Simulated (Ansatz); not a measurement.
The system is Ir.

```
Ir
1.0
     2.75138    0.00000    0.00000
    -1.37569    2.38276    0.00000
     0.00000    0.00000    4.46229
Ir
2
Direct
  0.33333 0.66667 0.25000
  0.66667 0.33333 0.75000
```

This isn't the form of Ir at room conditions, which is fcc.

```yaml
Program: Ansatz 0.2.0
Task: relaxation of cell and atoms
Functional: LDA
Potentials_or_basis: all-electron LAPW, scalar-relativistic
Basis_error_allowed: 0.001 eV/atom
k_mesh: 8 × 8 × 5
Occupations: fermi-dirac, width 0.05 eV
Spin: no spin polarisation
```

At the start: volume 14.63 Å³/atom.

**Question.** Where does the relaxation end?

**Answer.** Over 6 steps the energy falls by 38.8 meV/atom and the volume is 13.94 Å³/atom (-4.7 %); space group P6_3/mmc (No. 194, to 0.05 Å).

Step by step:
| step | energy change (eV) | largest force (eV/Å) | volume (Å³) |
| --- | --- | --- | --- |
| 1 | 0.0000 | 0.0000 | 29.25 |
| 2 | -0.0751 | 0.0000 | 28.11 |
| 3 | -0.0776 | 0.0000 | 27.85 |
| 4 | -0.0776 | 0.0000 | 27.87 |
| 5 | -0.0776 | 0.0000 | 27.87 |
| 6 | -0.0776 | 0.0000 | 27.87 |

Final structure:
```
CELL_PARAMETERS angstrom
2.71138 0.00000 0.00000
-1.35569 2.34812 0.00000
0.00000 0.00000 4.37771
ATOMIC_POSITIONS crystal
Ir 0.33333 0.66667 0.25000
Ir 0.66667 0.33333 0.75000
```

Caveat: the k mesh is thin for a metal, which can move the energy by tens of meV per atom.
